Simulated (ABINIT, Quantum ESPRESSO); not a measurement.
ZnSe: electronic dielectric constant by level of theory

**What was measured.** The electronic dielectric constant of ZnSe (Stilleite) (F-43m) is reported as 5.9 (a printed reference work). The runs below try to reproduce it.

```yaml
crystal:
  lattice:
    - [0.00000, 2.83380, 2.83380]
    - [2.83380, 0.00000, 2.83380]
    - [2.83380, 2.83380, 0.00000]
  atoms:
    - { symbol: Se, position: [0.75000, 0.75000, 0.75000] }
    - { symbol: Zn, position: [0.00000, 0.00000, 0.00000] }
```

| rung | level | program and potentials | cutoff (eV) | k mesh | smearing | task | core time | chip | electronic dielectric constant | miss | notes |
| --- | --- | --- | --- | --- | --- | --- | --- | --- | --- | --- | --- |
| LDA | LDA | Quantum ESPRESSO, GBRV 1.5 LDA | 612 | 6 × 6 × 6, shifted | fixed | phonons | 5.5 min | Intel Xeon Platinum 8375C Ice Lake | 7.51 | +27.3 % | 13 valence electrons an atom on average; cell relaxed first (21.52 Å³/atom) |
| GGA | PBE | Quantum ESPRESSO, SSSP 1.3 efficiency PBE | 748 | 6 × 6 × 6, shifted | fixed | phonons | 9.6 min | Intel Xeon 6975P-C Granite Rapids | 7.35 | +24.6 % | 13 valence electrons an atom on average; cell relaxed first (23.55 Å³/atom) |
| GGA | PBE | Quantum ESPRESSO, SG15 PBE 1.2 | 952 | 6 × 6 × 6, shifted | fixed | phonons | 10 min | Intel Xeon 6975P-C Granite Rapids | 7.42 | +25.8 % | 13 valence electrons an atom on average; cell relaxed first (23.56 Å³/atom) |
| GGA | PBE | ABINIT, SG15 NC PBE v1.2 | 1061 | 4 × 4 × 4, 4 shifts | fixed | phonons | 23 min | Arm Neoverse V1 | 7.43 | +25.9 % | 13 valence electrons an atom on average |
| LDA | LDA | ABINIT, PseudoDojo NC SR LDA v0.4.1 standard | 1061 | 4 × 4 × 4, 4 shifts | fixed | phonons | 28 min | Arm Neoverse V2 | 7.81 | +32.4 % | 18 valence electrons an atom on average |
| GGA | PBEsol | ABINIT, PseudoDojo NC SR PBEsol v0.4.1 standard | 1061 | 4 × 4 × 4, 4 shifts | fixed | dielectric tensor | 29 min | Arm Neoverse V1 | 7.58 | +28.5 % | 18 valence electrons an atom on average |

Times are single runs on shared hosts and different chips, so they are rough; meshes, cutoffs and the tasks' sizes weigh on the time. All rows: no spin polarisation. Smearing widths are in eV. The cell comes from a database and isn't always the measured one. Meshes differ between rows, which moves values too. All levels ran on this one cell, unrelaxed unless noted. Meshes are those of the run's cell of 2 atoms unless a note names another. Misses use the values as printed. Runs on faulty files, with rough fits or with known faults for this quantity aren't shown. No row holds spin-orbit coupling.

By rung: LDA in relaxed cells 7.51; LDA 7.81; GGA in relaxed cells 7.35 to 7.42; GGA 7.43 to 7.58. Measured: 5.9 (a printed reference work). Closest is PBE with Quantum ESPRESSO, SSSP 1.3 efficiency PBE (+24.6 %). The runs are for a static lattice, while measurements hold temperature and zero-point motion.
